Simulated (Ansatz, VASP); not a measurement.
This is a calculation of N for Ansatz 0.2.0.

Contents of input.yaml:

```yaml
crystal:
  lattice:
    - [2.5194737886, 0.0, 0.0]
    - [-1.2597368943, 2.1819283051, 0.0]
    - [0.0, 0.0, 2.446002]
  atoms:
    - { symbol: "N", position: [0.3333333333, 0.6666666667, 0.75] }
    - { symbol: "N", position: [0.6666666667, 0.3333333333, 0.25] }
hamiltonian:
  xc: pbe
  pseudopotentials: { kind: paw }
kpoints:
  mp_grid: { grid: [12, 12, 11] }
scf:
  occupations: { method: fermi_dirac, width: 0.05 }
output:
  forces: true
  stress: true
  eigenvalues: true
```

Potentials or basis: Ansatz PAW.

Command:

```sh
$ ansatz run input.yaml --threads 1 --pin off --max-ram 3584MiB --backend cpu --events-out ev --progress --plain --runs-dir out
```

Task: Translate it to VASP 6.6.1. Potentials there: VASP PAW PBE potentials, release 64 (N).

Result: As run (the cutoff follows the program's own potentials):

INCAR

```
ALGO = Normal
EDIFF = 1E-7
ENCUT = 520
GGA = PE
ISIF = 2
ISMEAR = -1
LASPH = T
LCHARG = F
LREAL = F
LWAVE = F
NBANDS = 12
NELM = 80
PREC = Accurate
SIGMA = 0.05
```

The input KPOINTS:

```
k-points
0
Gamma
  12 12 11
```

File POSCAR:

```
N
1.0
    2.5194737886      0.0000000000      0.0000000000
   -1.2597368943      2.1819283051      0.0000000000
    0.0000000000      0.0000000000      2.4460020000
N
2
Direct
    0.3333333333      0.6666666667      0.7500000000
    0.6666666667      0.3333333333      0.2500000000
```

Potentials or basis: VASP PAW PBE potentials, release 64 (N).

Run with:

```sh
$ cat potpaw_PBE.64/N/POTCAR > POTCAR
$ mpirun -np 1 vasp_std > vasp.out
```

Both were run:

|  | VASP | Ansatz | Ansatz less VASP |
| --- | --- | --- | --- |
| gap on the k mesh at the Fermi level (eV) | none | none | - |
| pressure (GPa) | 10.2 | 10.2 | +0.04 |
| largest component of the traceless stress (GPa) | 8.05 | 8.20 | +0.153 |

A gap of «none» marks a metal or a gap that the smearing closes.

Caveats: the pressure holds a Pulay correction of +1.2 GPa for the finite cutoff (Ansatz).
